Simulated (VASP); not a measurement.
Input of a VASP 6.6.1 run:

Contents of INCAR:

```
SYSTEM = InAs
  PREC = Accurate
  ENCUT = 680
  EDIFF = 1E-7
  ISMEAR = -1
  SIGMA = 0.05
  LREAL = .False.
  LASPH = .True.
  NELM = 100
  ALGO = Fast
  ISIF = 3
  LWAVE = .False.
  LCHARG = .False.
  GGA = PE
  IBRION = 2
  NSW = 40
  EDIFFG = -0.01
```

Contents of KPOINTS:

```
Automatic mesh
0
Gamma
  8 8 8
  0 0 0
```

Contents of POSCAR:

```
InAs
1.0
    0.0000000000      3.0180000000      3.0180000000
    3.0180000000      0.0000000000      3.0180000000
    3.0180000000      3.0180000000      0.0000000000
In As
1 1
Direct
    0.0000000000      0.0000000000      0.0000000000
    0.7500000000      0.7500000000      0.7500000000
```

Potentials or basis: VASP PAW PBE potentials, release 64 (In_d_GW, As_GW).

Run with:

```console
$ cat potpaw_PBE.64/In_d_GW/POTCAR potpaw_PBE.64/As_GW/POTCAR > POTCAR
$ mpirun -np 1 vasp_std > vasp.out
```

Q: What does it give for the space group after relaxing (to 0.05 Å)?

A: F-43m (No. 216).

Q: Estimate the relaxed volume.

A: 29.55 Å³/atom.

Q: What does it give for the relaxed cell?

A: a = 4.372 Å, b = 4.372 Å, c = 4.372 Å, α = 60.00°, β = 60.00°, γ = 60.00°.

Q: Estimate the band gap on the k mesh.

A: None (metal or under the smearing width).

The path:
```csv
step,energy change (eV),largest force (eV/Å),pressure (GPa),volume (Å³)
1,0.0000,0.0000,4.14,54.98
2,-0.0456,0.0000,-1.51,60.83
3,-0.0523,0.0000,-0.18,59.11
4,-0.0522,0.0000,0.61,58.92
5,-0.0523,0.0000,0.15,59.02
6,-0.0523,0.0000,0.10,59.03
7,-0.0523,0.0000,0.08,59.05
8,-0.0523,0.0000,0.11,59.05
9,-0.0523,0.0000,0.10,59.05
10,-0.0523,0.0000,0.11,59.06
11,-0.0523,0.0000,0.09,59.07
12,-0.0523,0.0000,0.05,59.09
```

Caveat: this crystal is a semiconductor, whose small gap the functional closes, so the metal is an error of the method. Zero-point motion and thermal expansion aren't in these numbers.
